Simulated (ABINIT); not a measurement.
Ge:

```
CELL_PARAMETERS angstrom
-2.61937 2.61937 2.61937
2.61937 -2.61937 2.61937
2.61937 2.61937 -2.61937
ATOMIC_POSITIONS crystal
Ge 0.50000 0.00000 0.50000
Ge 0.50000 0.50000 0.00000
Ge 0.00000 0.50000 0.50000
```

The cell was built by a generator and needn't be a form met in nature.

| Quantity | Value |
| --- | --- |
| Program | ABINIT 10.8.3 (patched build) |
| Task | single point |
| Functional | PBE |
| Potentials or basis | JTH PAW PBE v2.0 |
| Cutoff | 599 eV |
| k mesh | 7 × 7 × 7 |
| Occupations | fermi-dirac, width 0.05 eV |
| Spin | no spin polarisation |

On this cell: pressure -0.2 GPa; largest force zero by symmetry; band gap on the k mesh none (metal or under the smearing width).

The same run follows on a disturbed copy (atoms moved at random, drawn with an rms of 0.05 Å):

```xyz
3
Lattice="-2.6194 2.6194 2.6194 2.6194 -2.6194 2.6194 2.6194 2.6194 -2.6194" Properties=species:S:1:pos:R:3 pbc="T T T"
Ge    0.0113    2.5725    0.0223
Ge   -0.0136   -0.0384    2.6169
Ge    2.6032   -0.0103   -0.0224
```

Q: What changes?

A: The energy (extrapolated to zero smearing) moves by +2.8 meV/atom; pressure -0.1 GPa; largest force 0.272 eV/Å; band gap on the k mesh none (metal or under the smearing width).

Forces on the atoms (eV/Å):
```
Ge  -0.118 -0.035 -0.234
Ge   0.141  0.165 -0.004
Ge  -0.023 -0.129  0.238
```
